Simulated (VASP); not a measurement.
**A VASP 6.6.1 single-point calculation on MgS**

INCAR

```
LREAL = .FALSE.
GGA = PE
IBRION = -1
NSW = 0
EDIFF = 1E-7
PREC = Accurate
NBANDS = 11
ISMEAR = -1
LASPH = .TRUE.
ISIF = 2
LCHARG = .FALSE.
NELM = 120
SIGMA = 0.02
ENCUT = 520
LWAVE = .FALSE.
```

KPOINTS

```
KPOINTS created by Atomic Simulation Environment
0
Gamma
10 10 10
0 0 0
```

POSCAR

```
Mg S
 1.0000000000000000
     0.0000000000000000    2.6893329989999999    3.0092187957999998
     2.6893329989999999    0.0000000000000000    3.0092187957999998
     2.6893329989999999    2.6893329989999999    0.0000000000000000
 Mg  S
   1   1
Cartesian
  0.0000000000000000  0.0000000000000000  0.0000000000000000
  1.3446664994999997  1.3446664994999997  1.5046093978999997
```

The recommended PBE PAW datasets give the neutral cell 8 valence electrons.

Command

```
mpirun -np 1 vasp_std
```

How does this run end, and what does it give?

It converged. Results: gap between bands v and c on the k mesh 3.45 eV; least direct gap on the k mesh 3.47 eV; pressure 3.2 GPa. Band v is the last that the valence electrons fill when counted band by band, and c is the next.

OSZICAR

```
N       E                     dE             d eps       ncg     rms          rms(c)
DAV:   1     0.234822318980E+02    0.23482E+02   -0.34072E+03  2316   0.576E+02
DAV:   2    -0.717602988483E+01   -0.30658E+02   -0.29430E+02  2749   0.995E+01
DAV:   3    -0.892076242594E+01   -0.17447E+01   -0.17423E+01  2795   0.255E+01
DAV:   4    -0.893480779840E+01   -0.14045E-01   -0.14044E-01  2734   0.277E+00
DAV:   5    -0.893496880925E+01   -0.16101E-03   -0.16101E-03  2866   0.288E-01    0.415E+00
DAV:   6    -0.844749744889E+01    0.48747E+00   -0.11757E+00  2511   0.410E+00    0.321E+00
DAV:   7    -0.841047879981E+01    0.37019E-01   -0.27727E-01  2687   0.217E+00    0.251E+00
DAV:   8    -0.841773891241E+01   -0.72601E-02   -0.23656E-02  2475   0.925E-01    0.145E+00
DAV:   9    -0.841685572110E+01    0.88319E-03   -0.25974E-03  2529   0.256E-01    0.435E-01
DAV:  10    -0.841702514040E+01   -0.16942E-03   -0.56735E-04  2580   0.114E-01    0.733E-02
DAV:  11    -0.841703319711E+01   -0.80567E-05   -0.48398E-05  2679   0.296E-02    0.483E-02
DAV:  12    -0.841703424092E+01   -0.10438E-05   -0.50043E-06  2595   0.115E-02    0.571E-03
DAV:  13    -0.841703422767E+01    0.13253E-07   -0.20529E-07  2772   0.230E-03
   1 F= -.84170342E+01 E0= -.84170342E+01  d E =-.898584E-12
```

For comparison, a separate PBE run of the intended cell, on usual settings and not on those above, gives a gap of 3.45 eV on its mesh and a pressure of 3.2 GPa.
